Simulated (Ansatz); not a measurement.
Fluorite SrF2, relaxed in Ansatz (plane waves) with several semilocal functionals. Each gives its own volume and its own bulk modulus:

```csv
level,V0 (Å³/atom),bulk modulus B0 (GPa),ln V0,ln B0
LDA,15.138,85.37,2.7172,4.4470
PBEsol,15.909,72.91,2.7669,4.2892
PBE,16.746,64.60,2.8182,4.1682
```

**Question.** Fit a straight line to ln B0 against ln V0. What does it predict for r²SCAN, whose volume is 16.177 Å³/atom?

**Answer.** With x = ln V0 and y = ln B0: means 2.76743 and 4.30147; Σ(Δx Δy) = -0.01407, Σ(Δx²) = 0.005101, so the slope is -2.76. At x = 2.7836 the line gives y = 4.30147 + (-2.76) × (2.7836 − 2.76743) = 4.2568, or 70.58 GPa. The run with r²SCAN gives 74.25 GPa, +5.2 % from the line. The rows used scatter about it by up to 1.4 %, while the largest value lies 32 % above the smallest. For comparison, PBE's own equation of state has B′ = 4.6, the slope −d ln B/d ln V at a fixed functional; the two needn't agree, since functionals also differ at one volume.

Measured: 69 GPa (measured, temperature not stated, not corrected to a static lattice; as tabulated in On the Morphology of Group II Metal Fluoride Nanocrystals at Finite Temperature …).

Ansatz's density-functional and Hartree–Fock values are scalar-relativistic unless marked +SOC, with PAW data made under PBE.

Ansatz is a first-principles code.
